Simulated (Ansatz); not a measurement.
**ScAl: do energies and stresses tell the same story?**

Theory: DFT PBEsol, scalar-relativistic, plane waves, PAW in Ansatz.

Cutoff 420 eV; k points 12×12×12 on the computed 2-atom cell (Γ-centred); Gaussian smearing, width 0.10 eV; no spin polarisation.

Relaxed cell: Pm-3m, a = 3.344 Å, b = 3.344 Å, c = 3.344 Å, α = 90.00°, β = 90.00°, γ = 90.00°, 2 atoms in the primitive cell. Whether it is the stable form of this composition wasn't checked.

Energies at zero smearing and pressures from the stress tensor, at volumes with shape and atoms relaxed:
```csv
V (Å³/atom),E − E(first) (meV/atom),P (GPa)
17.581,0.00,5.74
18.143,-14.55,2.66
18.704,-19.00,-0.01
19.265,-14.79,-2.26
19.826,-3.37,-4.20
```

Check P = −dE/dV between neighbouring volumes, and get the bulk modulus from the pressures alone.

With 1 eV/Å³ = 160.2 GPa:
| middle V (Å³/atom) | −ΔE/ΔV (GPa) | mean P (GPa) |
| --- | --- | --- |
| 17.862 | 4.155 | 4.201 |
| 18.423 | 1.271 | 1.325 |
| 18.984 | -1.201 | -1.133 |
| 19.545 | -3.261 | -3.227 |

The two differ by 0.07 GPa at most. The mean of two end pressures misses the average over a step by about ΔV² P″/12, up to 0.04 GPa here; with that taken off 0.04 GPa remains. The stress is the derivative of the free energy, not of the energy at zero smearing, and with free energies 0.00 GPa remains. Around V = 18.704 Å³/atom, the two neighbours give B = −V ΔP/ΔV = 18.704 × 4.92 / 1.122 = 81.9 GPa, against B0 = 81.7 GPa from the Birch–Murnaghan fit of the energies.